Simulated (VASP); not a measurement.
The system is ZrC.

```xyz
4
Lattice="3.3915 0.0000 0.0000 -1.6957 2.9371 0.0000 0.0000 0.0000 5.2901" Properties=species:S:1:pos:R:3 pbc="T T T"
Zr    1.6957    0.9790    3.9675
Zr    0.0000    1.9581    1.3225
C     0.0000    0.0000    2.6450
C     0.0000    0.0000    0.0000
```

The cell comes from a database or a generator and needn't be the stable form of this composition.

```yaml
Program: VASP 6.6.1
Task: relaxation of cell and atoms
Functional: r2SCAN
Potentials_or_basis: VASP PAW PBE potentials, release 64 (Zr_sv, C)
Cutoff: 600 eV
k_mesh: 9 × 9 × 5
Occupations: gaussian, width 0.05 eV
Spin: no spin polarisation
```

At the start: pressure -2.1 GPa; volume 13.17 Å³/atom.

Q: How do energy, volume and symmetry change on relaxing?

A: Over 7 steps the energy falls by 3.7 meV/atom and the volume is 13.05 Å³/atom (-0.9 %); space group P6_3/mmc (No. 194, to 0.05 Å).

The path:
```tsv
step	energy change (eV)	largest force (eV/Å)	pressure (GPa)	volume (Å³)
1	0.0000	0.0000	-2.13	52.69
2	-0.0043	0.0000	3.82	51.36
3	-0.0103	0.0000	1.23	51.92
4	-0.0142	0.0000	0.14	52.18
5	-0.0146	0.0000	0.38	52.12
6	-0.0145	0.0000	-0.45	52.31
7	-0.0147	0.0000	0.00	52.21
```

Final structure:
```cif
data_structure
_symmetry_space_group_name_H-M 'P 1'
_symmetry_Int_Tables_number 1
_cell_length_a 3.3573
_cell_length_b 3.3573
_cell_length_c 5.3487
_cell_angle_alpha 90.000
_cell_angle_beta 90.000
_cell_angle_gamma 120.000
_cell_volume 52.21
loop_
_atom_site_label
_atom_site_type_symbol
_atom_site_fract_x
_atom_site_fract_y
_atom_site_fract_z
_atom_site_occupancy
Zr1 Zr 0.66667 0.33333 0.75000 1
Zr2 Zr 0.33333 0.66667 0.25000 1
C1 C 0.00000 0.00000 0.50000 1
C2 C 0.00000 0.00000 0.00000 1
```

Caveat: the PAW data sets were made with another functional, which shifts forces and pressure a little.
